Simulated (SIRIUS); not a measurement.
# ZnS (Wurtzite-2H) under changes of volume

One of the cells (19.603 Å³/atom); the others are scaled copies at fixed shape and fractional positions:

```xyz
4
Lattice="3.8110 0.0000 0.0000 -1.9055 3.3004 0.0000 0.0000 0.0000 6.2340" Properties=species:S:1:pos:R:3 pbc="T T T"
Zn    1.9055    1.1001    3.1170
Zn    0.0000    2.2003    0.0000
S     1.9055    1.1001    5.5171
S     0.0000    2.2003    2.4001
```

```yaml
Program: SIRIUS 7.12.0
Functional: PBEsol
Potentials_or_basis: PseudoDojo 0.4.1 PBEsol standard (scalar relativistic)
Cutoff: 1152 eV
Density_cutoff: 4606 eV
k_mesh: 8 × 8 × 5
Occupations: fermi-dirac, width 0.05 eV
Spin: no spin polarisation
```

| volume (Å³/atom) | energy over the lowest point (meV/atom) | pressure (GPa) | gap on the mesh (eV) | largest force (eV/Å) |
| --- | --- | --- | --- | --- |
| 18.427 | 9.43 | 3.8 | 2.40 | 0.386 |
| 18.819 | 2.50 | 1.9 | 2.30 | 0.357 |
| 19.211 | 0.00 | 0.2 | 2.21 | 0.331 |
| 19.603 | 1.45 | -1.3 | 2.11 | 0.306 |
| 19.995 | ? | ? | ? | ? |
| 20.387 | 14.60 | -3.9 | 1.93 | 0.261 |
| 20.779 | 25.59 | -5.0 | 1.85 | 0.241 |

What does the run at 19.995 Å³/atom give?

Energy over the lowest point 6.44 meV/atom; pressure -2.7 GPa; gap on the mesh 2.02 eV; largest force 0.283 eV/Å.

Worked out: A Birch-Murnaghan fit of order 3 (a polynomial in V^(-2/3)) to the other rows has its minimum at 19.26 Å³/atom with B0 = V·E''(V) = 78 GPa and B' = 4.5 at fixed shape and positions, which overstates the stiffness. It gives 6.44 meV/atom at 19.995 Å³/atom, against the run's 6.44, and -dE/dV = -2.7 GPa, against -2.7. A straight line through the other rows of the gap, of slope -4.6 eV per unit of ln V, gives 2.02 eV, against the run's 2.02.

Energies are extrapolated to zero smearing.

Caveats: an odd mesh through Γ misses points on the zone boundary, where band edges often lie.
